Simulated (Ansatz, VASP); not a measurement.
# BC214 in two plane-wave programs, part 2 of 2

Aim: how closely do two programs agree when they are given the same cell, functional and k mesh? The cell is taken from a series of runs on this material, whose earlier steps may have relaxed, scaled, displaced or heated it; both programs get it as it stands.

VASP 6.6.1 and Ansatz 0.2.0.

So far: Starting point; Ansatz: single point, LDA.

## (3) VASP: single point, LDA

Level of this step: LDA, spin-polarised from a ferromagnetic start; plane waves and PAW (C, B) (VASP).

The same cell, functional (in two slightly different forms), mesh and smearing now go to VASP, with its own data sets.

Lines of VASP's logs that name or quote its potential files are left out, and so is its time.

INCAR reads:

```
SYSTEM = BC214
PREC = Accurate
ENCUT = 520
EDIFF = 1E-06
NELM = 200
ISMEAR = -1
SIGMA = 0.01
LREAL = Auto
ALGO = Normal
GGA = PW92
NELECT = 860
NBANDS = 580
ISPIN = 2
MAGMOM = 0 -0 -0 -0 0 0 0 0 0 0 0 -0 0 0 0 0.01 0 0 0 0 0 -0 -0 -0 0 0 -0 0 0 0 0.01 0 0 0 0 0 -0 -0 0 0 0 0 0 0.02 0 0 -0 -0 0 0 0 0 0 -0 -0 -0 0 0 0.02 0 0 0 -0 -0 0 0 0 0 0 0 0 0 0 -0 0 0 0 0.01 0 0 0 0 0 0 -0 0 -0 0 0 0 0 0.02 0 -0 0 -0 0 0 0 0 -0 0 0 -0 0.24 0.24 0.24 -0 -0 -0 0.01 0 0 0.01 -0 -0 -0 -0 0 0 0.02 0 0 -0 -0 0 0.01 0 0.01 0 -0 -0 -0 -0 0.02 0 0 0 0 0 -0 -0 0 0 0 0 0 -0 -0 -0 0 0.02 0 0 0 -0 0 -0 0 0 0 0 0 0 0 0 0 0.02 0 0 0 -0 -0 0 0.01 0.01 0 0 -0 -0 -0 -0 0.02 0 0 0 0 -0 0 -0 0 0 0 0 0 0 0 0 0.02 0 0 0 0 -0 -0 0 0 0 0 0 -0 0 0 0 -0.01
LORBIT = 11
LWAVE = .FALSE.
LCHARG = .FALSE.
ISIF = 2
NUPDOWN = 2
LASPH = .TRUE.
GGA_COMPAT = .FALSE.
```

POSCAR reads:

```
BC214
1.0
   10.5951880973      0.0000000000      0.0000000000
    0.0000000000     10.5951880973      0.0000000000
    0.0000000000      0.0000000000     10.5951880973
C B
214 1
Direct
    0.0000862261      0.0005287776      0.0001842391
    0.0007625175      0.1675038106      0.1671680406
[... 3 atom lines left out ...]
    0.0845983586      0.2512762613      0.2509395218
    0.2508305428      0.0850505896      0.2509411956
    0.2508324055      0.2512796019      0.0847110245
[... 3 atom lines left out ...]
    0.1682545145      0.1687033349      0.3346707525
[... 2 atom lines left out ...]
    0.2499004439      0.0826902788      0.5843164734
    0.2512851703      0.2517276711      0.4225514419
[... 10 atom lines left out ...]
    0.1682562163      0.3350085973      0.1683627692
[... 3 atom lines left out ...]
    0.2512825126      0.4228990312      0.2513780651
[... 1 atom line left out ...]
    0.0001160002      0.3339408521      0.3335981907
[... 1 atom line left out ...]
    0.1652652202      0.3334181103      0.5020544775
    0.1652622199      0.5024007194      0.3330721607
    0.0830797562      0.4172232962      0.4168759867
[... 1 atom line left out ...]
    0.2480901014      0.4174438229      0.5837638953
    0.2480888815      0.5841113086      0.4171010217
[... 33 atom lines left out ...]
    0.3345655732      0.1687097437      0.1683686298
[... 3 atom lines left out ...]
    0.4224592572      0.2517407908      0.2513947849
    0.5842242218      0.0826879558      0.2500029278
[... 1 atom line left out ...]
    0.3334945702      0.0005621616      0.3335987691
    0.3329772442      0.1657014617      0.5020534946
[... 1 atom line left out ...]
    0.5019638682      0.1657042167      0.3330736192
    0.4167825762      0.0835199561      0.4168742418
    0.4170031886      0.2485221295      0.5837672935
[... 1 atom line left out ...]
    0.5836818036      0.2485151436      0.4170972841
[... 8 atom lines left out ...]
    0.3334948291      0.3339393438      0.0002175718
    0.3329743427      0.5024015543      0.1653519390
    0.5019674825      0.3334135178      0.1653557532
[... 1 atom line left out ...]
    0.4167823008      0.4172191405      0.0831736138
    0.4169995285      0.5841155001      0.2481760065
    0.5836861957      0.4174360497      0.2481679968
[... 1 atom line left out ...]
    0.3240079780      0.5026033199      0.5022582397
    0.5021584381      0.3244346618      0.5022430210
    0.5021508996      0.5025815275      0.3240944383
    0.4144025259      0.5806828842      0.5803329537
    0.5802124284      0.4148599229      0.5803078449
    0.5802148943      0.5806615430      0.4145101393
    0.3329146313      0.3333523671      0.6660408150
[... 2 atom lines left out ...]
    0.4982915918      0.4987484281      0.6645005393
    0.4159733610      0.4164207404      0.7491374711
[... 11 atom lines left out ...]
    0.3329124611      0.6663922253      0.3330091830
[... 1 atom line left out ...]
    0.4982928174      0.6648527759      0.4984000585
[... 1 atom line left out ...]
    0.4159714297      0.7494911234      0.4160757896
[... 43 atom lines left out ...]
    0.6659568110      0.3333471615      0.3330067064
    0.6644022758      0.4987420614      0.4983908149
[... 2 atom lines left out ...]
    0.7490436572      0.4164191166      0.4160723302
[... 35 atom lines left out ...]
    0.3381715909      0.3386188544      0.3382580613
```

KPOINTS reads:

```
Automatic mesh
0
Gamma
1 1 1
0 0 0
```

PAW data sets: C and B (LDA family, release 64).

The run is started by

```console
export OMP_NUM_THREADS=3
mpirun -np 1 vasp_gam
```

The program printed:

```text
[banner, memory and clock lines left out]
running    1 mpi-ranks, on    1 nodes
[...]
Offloading initialized ...    1 GPUs detected
[...]
|                                                                             |
|               ----> ADVICE to this user running VASP <----                  |
|                                                                             |
|     You enforced a specific xc type in the INCAR file but a different       |
|     [... a line on the potential file left out ...]
|     I HOPE YOU KNOW WHAT YOU ARE DOING!                                     |
|                                                                             |

 LDA part: xc-table for (Slater(with rela. corr.)+PW92), standard interpolation
 POSCAR, INCAR and KPOINTS ok, starting setup
[...]
entering main loop
       N       E                     dE             d eps       ncg     rms          rms(c)
DAV:   1     0.596069971388E+04    0.59607E+04   -0.52654E+05  2320   0.155E+03
DAV:   2    -0.166455638333E+04   -0.76253E+04   -0.71471E+04  3048   0.356E+02
DAV:   3    -0.223881206919E+04   -0.57426E+03   -0.56754E+03  2904   0.929E+01
DAV:   4    -0.225269365438E+04   -0.13882E+02   -0.13819E+02  2896   0.158E+01
DAV:   5    -0.225302830457E+04   -0.33465E+00   -0.33393E+00  2920   0.231E+00BRMIX: very serious problems
 the old and the new charge density differ
 old charge density:   859.00000 new  860.00000
    0.617E+01
DAV:   6    -0.218223835721E+04    0.70790E+02   -0.53055E+01  2712   0.880E+00    0.357E+01
DAV:   7    -0.215786956273E+04    0.24369E+02   -0.64201E+01  2728   0.967E+00    0.828E+00
DAV:   8    -0.215802662515E+04   -0.15706E+00   -0.24096E+00  2864   0.197E+00    0.469E+00
DAV:   9    -0.215798187746E+04    0.44748E-01   -0.30027E-01  2848   0.810E-01    0.725E-01
[...]
DAV:  13    -0.215798076042E+04   -0.13750E-04   -0.74923E-05  2936   0.167E-02    0.289E-02
DAV:  14    -0.215798076648E+04   -0.60623E-05   -0.23216E-05  3048   0.896E-03    0.117E-02
DAV:  15    -0.215798076662E+04   -0.13859E-06   -0.58127E-06  2408   0.302E-03
   1 F= -.21579808E+04 E0= -.21579808E+04  d E =-.395353E-12  mag=     2.0000
```

Parts of OUTCAR (step 3):

```text
 magnetization (x)
# of ion       s       p       d       tot
------------------------------------------
    1        0.000   0.000   0.000   0.000
    2       -0.000  -0.000   0.000  -0.000
    3       -0.000  -0.000   0.000  -0.000
    4       -0.000  -0.000   0.000  -0.000
    5       -0.000   0.000   0.000   0.000
    6        0.000   0.000   0.000   0.000
[...]
213       -0.000   0.000   0.000   0.000
  214       -0.000   0.000   0.000   0.000
  215       -0.003  -0.016   0.000  -0.019
--------------------------------------------------
tot          0.143   1.135   0.000   1.278
```

The run ends at a pressure of 3.22 GPa, with forces up to 0.60 eV/Å.

## (4) Side by side

Known differences besides the potentials themselves: VASP starts from the moments at which Ansatz ended; the two LDA forms differ slightly; the cutoff is 420 eV in Ansatz and 520 eV in VASP (PREC = Accurate, projectors in real space); VASP's log shows a relativistic correction to its local exchange, Ansatz's none; site moments are counted in spheres of each program's own size. Total energies have different zeros and are not compared.

Both answers:

| quantity | Ansatz | VASP | difference |
| --- | --- | --- | --- |
| total moment, fixed by the input (μB) | 2.00 | 2.00 | 0.00 |
| moment on C105 (μB) | 0.24 | 0.31 | -0.08 |
| moment on C106 (μB) | 0.24 | 0.31 | -0.08 |
| moment on C107 (μB) | 0.24 | 0.31 | -0.08 |

Forces on 7 of the 215 atoms, those with the largest forces and the largest differences (eV/Å; atoms numbered as in POSCAR):

| atom | Ansatz x, y, z | VASP x, y, z |
| --- | --- | --- |
| C16 | -0.118, -0.119, -0.315 | -0.104, -0.099, -0.336 |
| C31 | -0.119, -0.314, -0.119 | -0.105, -0.330, -0.103 |
| C78 | -0.313, -0.124, -0.124 | -0.334, -0.105, -0.109 |
| C103 | -0.184, -0.249, 0.142 | -0.185, -0.256, 0.140 |
| C105 | 0.353, 0.343, 0.342 | 0.366, 0.332, 0.332 |
| C106 | 0.342, 0.356, 0.345 | 0.331, 0.369, 0.335 |
| C107 | 0.344, 0.346, 0.353 | 0.333, 0.336, 0.367 |

The forces differ by 4.7 meV/Å r.m.s., which is 7.1 % of the r.m.s. force of 0.066 eV/Å (both taken over all components). The cell carries a charge of -1 e against a uniform background, so its pressure also hangs on how the neutralising background is counted, and in a defect's cell a gap may be the spacing between its levels.

## (5) Outcome

* r.m.s. force difference (single point, LDA): 4.7 meV/Å

The r.m.s. force difference is 4.7 meV/Å (single point, LDA), within the 12 meV/Å picked in this series as the mark of a large difference. Such differences can come from data sets, numerical settings and the points named under the comparisons, not from the functional's error against experiment.

[Lines on the potential files, build, host, timing and source positions are cut from VASP's logs without a mark.]

[Logs are printed without paths, hosts, clocks, repeated set-up lines and the standing remarks that a program may print on its own settings, such as how far it seeks lower states.]

[Hosts, paths, dates, database ids (printed as entryN), source tags and the programs' standing remarks are cut or masked in the printed files.]
